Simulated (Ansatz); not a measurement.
# SrCl2: energy over elements and pressure against volume per atom

Results calculated with Ansatz 0.2.0, not measured. Density functional energy, stress (positive in compression), forces and moments (in spheres) of a cell at fixed atoms, energy at zero smearing over the elements' standard crystals or gases in the same functional; plane waves with PAW datasets, Gamma-centred k mesh.

Cell of the first row (space group Fm-3m, No. 225):
```
SrCl2
1.0
      0.0000     3.4227     3.4227
      3.4227     0.0000     3.4227
      3.4227     3.4227     0.0000
Sr Cl
1 2
Direct
  0.00000 0.00000 0.00000
  0.25000 0.25000 0.25000
  0.75000 0.75000 0.75000
```

Settings of every row: functional PBE; dispersion none; spin none; wave cutoff 420 eV; k mesh 6x6x6; occupations gaussian; smearing width 0.05 eV.

```
row  volume per atom (Å³)  energy over elements (eV/atom)  pressure (GPa)
  1                26.732                         -2.5173            3.44
  2                27.662                         -2.5326             1.9
  3                28.127                         -2.5372            1.22
  4                28.592                         -2.5398            0.61
  5                29.057                               ?               ?
  6                30.452                         -2.5346           -1.39
```

Question: what energy over elements and pressure should row 5 give?

Worked fit of energy over elements. Take u = (V_r/V)^(2/3) − 1 with V_r = 28.127 Å³ an atom, which is twice the finite (Eulerian) strain; such expansions in the strain, on which the Birch-Murnaghan equation of state is built, carry the rest volume and the bulk modulus. The shown rows have u = 0.03449, 0.01118, 0, -0.01087, -0.05157. Least squares give energy over elements = −2.53716 + 0.3251 × u + 7.266 × u² eV/atom; a straight line predicts inner rows, each left out in turn, worse (root mean square 0.0064 against 5.2e-05 eV/atom). All shown rows lie on it to the printed digit. Its lowest point lies at u = -0.0224, or V = 29.1 Å³ an atom, and the curvature there gives the bulk modulus at fixed shape and fractions, B = (4/9)(1 + u)² E″(u)/V = 34 GPa. The withheld row has u = -0.02145, so the fit gives −2.53716 + 0.3251 × (-0.02145) + 7.266 × (-0.02145)² = -2.5408 eV/atom.

The calculation gave -2.5407 eV/atom. The fit lies 0.0001 eV/atom (0.43 % of the column's range) below it, one unit of the last digit.

Worked fit of pressure. Take u = (V_r/V)^(2/3) − 1 with V_r = 28.127 Å³ an atom, which is twice the finite (Eulerian) strain; such expansions in the strain, on which the Birch-Murnaghan equation of state is built, carry the rest volume and the bulk modulus. The shown rows have u = 0.03449, 0.01118, 0, -0.01087, -0.05157. Least squares give pressure = 1.225 + 58.78 × u + 157 × u² GPa; a straight line predicts inner rows, each left out in turn, worse (root mean square 0.14 against 0.0072 GPa). The rows lie off it by 0.00, 0.00, -0.01, 0.01, 0.00. The pressure vanishes at u = -0.0222, or V = 29.09 Å³ an atom, and there the bulk modulus at fixed shape and fractions is B = −V dP/dV = (2/3)(1 + u) dP/du = 33.8 GPa. The withheld row has u = -0.02145, so the fit gives 1.225 + 58.78 × (-0.02145) + 157 × (-0.02145)² = 0.04 GPa.

The calculation gave 0.04 GPa. The fit meets it to the printed digit.
